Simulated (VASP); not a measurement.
The system is Os.

```
Os
1.0
     0.00000    1.94500    1.94500
     1.94500    0.00000    1.94500
     1.94500    1.94500    0.00000
Os
1
Direct
  0.00000 0.00000 0.00000
```

This isn't the form of Os at room conditions, which is hcp.

| Item | Value |
| --- | --- |
| Program | VASP 6.6.1 |
| Task | relaxation of cell and atoms |
| Functional | LAK |
| Potentials or basis | VASP PAW PBE potentials, release 64 (Os) |
| Cutoff | 600 eV |
| k mesh | 12 × 12 × 12 |
| Occupations | methfessel-paxton, width 0.1 eV |
| Spin | no spin polarisation |

At the start: pressure -9.7 GPa; volume 14.72 Å³/atom.

Question: How do energy, volume and symmetry change on relaxing?

Answer: Over 4 steps the energy falls by 11.7 meV/atom and the volume is 14.34 Å³/atom (-2.6 %); space group Fm-3m (No. 225, to 0.05 Å).

Step by step:
| step | energy change (eV) | largest force (eV/Å) | pressure (GPa) | volume (Å³) |
| --- | --- | --- | --- | --- |
| 1 | 0.0000 | 0.0000 | -9.74 | 14.72 |
| 2 | 0.2048 | 0.0000 | 53.36 | 12.89 |
| 3 | -0.0117 | 0.0000 | -0.39 | 14.35 |
| 4 | -0.0117 | 0.0000 | -0.06 | 14.34 |

Final structure:
```yaml
crystal:
  lattice:
    - [0.00000, 1.92821, 1.92821]
    - [1.92821, 0.00000, 1.92821]
    - [1.92821, 1.92821, 0.00000]
  atoms:
    - { symbol: Os, position: [0.00000, 0.00000, 0.00000] }
```

Caveat: the PAW data sets were made with another functional, which shifts forces and pressure a little.
